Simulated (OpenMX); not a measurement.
Hf:

```xyz
1
Lattice="-1.8050 1.8050 1.8050 1.8050 -1.8050 1.8050 1.8050 1.8050 -1.8050" Properties=species:S:1:pos:R:3 pbc="T T T"
Hf    0.0000    0.0000    0.0000
```

This isn't the form of Hf at room conditions, which is hcp.

```yaml
Program: OpenMX 3.8.5
Task: single point
Functional: PBE
Potentials_or_basis: OpenMX 2013 PBE set, Hf7.0-s3p2d2f1, grid cutoff 350 Ry
k_mesh: 11 × 11 × 11
Occupations: fermi-dirac, width 0.05 eV
Spin: no spin polarisation
```

On this cell: pressure -5.6 GPa; band gap on the k mesh none (metal or under the smearing width).

The same run follows on a disturbed copy (cell strained at random at fixed volume):

```
Hf
1.0
    -1.73538    1.78809    1.84034
     1.76840   -1.76106    1.84632
     1.78180    1.80748   -1.81331
Hf
1
Direct
  0.98347 0.99320 0.98959
```

Problem. What changes?

Solution. The energy (extrapolated to zero smearing) moves by +1.1 meV/atom; pressure -5.4 GPa; band gap on the k mesh none (metal or under the smearing width).

Caveats: the basis of atomic orbitals isn't converged, which shifts pressures, moduli and gaps.
